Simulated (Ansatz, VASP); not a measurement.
# Mg2GeN2 in VASP and in Ansatz

Contents of INCAR:

```
SYSTEM = Mg2GeN2
  PREC = Accurate
  ENCUT = 600
  EDIFF = 1E-7
  ISMEAR = 0
  SIGMA = 0.15
  LREAL = .FALSE.
  LASPH = .TRUE.
  NELM = 80
  ALGO = Normal
  ISIF = 3
  LWAVE = .FALSE.
  LCHARG = .FALSE.
  GGA = PE
  IBRION = 2
  NSW = 36
  EDIFFG = -0.08
```

KPOINTS

```
Automatic mesh
0
G
  5 5 5
  0 0 0
```

Contents of POSCAR:

```
Mg2GeN2
1.0
   -1.7000000000      1.7000000000      6.1000000000
    1.7000000000     -1.7000000000      6.1000000000
    1.7000000000      1.7000000000     -6.1000000000
Mg Ge N
2 1 2
Direct
    0.3400000000      0.3400000000      0.0000000000
    0.6600000000      0.6600000000      0.0000000000
    0.0000000000      0.0000000000      0.0000000000
    0.1550000000      0.1550000000      0.0000000000
    0.8450000000      0.8450000000      0.0000000000
```

Input for Ansatz:

```yaml
crystal:
  lattice:
    - [-1.7, 1.7, 6.1]
    - [1.7, -1.7, 6.1]
    - [1.7, 1.7, -6.1]
  atoms:
    - { symbol: Mg, position: [0.34, 0.34, 0.0] }
    - { symbol: Mg, position: [0.66, 0.66, 0.0] }
    - { symbol: Ge, position: [0.0, 0.0, 0.0] }
    - { symbol: "N", position: [0.155, 0.155, 0.0] }
    - { symbol: "N", position: [0.845, 0.845, 0.0] }
basis:
  ecutwfc: 420
kpoints:
  mp_grid: { grid: [5, 5, 5] }
hamiltonian:
  xc: pbe
scf:
  occupations: { method: gaussian, width: 0.15 }
  lower_state_search: "off"
output:
  forces: true
  stress: true
  eigenvalues: true
relax:
  adjacent_minimum: "off"
  f_tol: 0.08
  max_steps: 16
  cell: { stress_tol: 0.8 }
```

Alike in both runs: task relaxation of cell and atoms; functional PBE; k mesh 5 × 5 × 5; occupations gaussian, width 0.15 eV; no spin polarisation.

|  | VASP | Ansatz |
| --- | --- | --- |
| version | VASP 6.6.1 | Ansatz 0.2.0 |
| potentials or method | VASP PAW PBE potentials, release 64 (Mg, Ge_d, N) | scalar-relativistic, plane waves, PAW |
| plane-wave cutoff (eV) | 600 | 420 |
| valence electrons in the cell | 28 | 44 |

|  | VASP | Ansatz | Ansatz less VASP |
| --- | --- | --- | --- |
| gap on the k mesh at the Fermi level, each at its own relaxed structure (eV) | none | none | - |
| relaxed volume (Å³/atom) | 11.93 | 12.00 | +0.074 |
| relaxed cell length with the largest relative difference (Å) | 6.559 | 6.573 | +0.0142 |
| energy change over the relaxation (meV/atom) | -141 | -133 | +7.3 |

A gap of «none» marks a metal or a gap that the smearing closes. The two sets of potentials don't hold the same shells in valence.

Caveats: the k mesh is coarse (spacing up to 0.52 Å⁻¹), so the values aren't converged; the volume moved by over 15 % at a fixed basis, so the end points are rough (VASP).
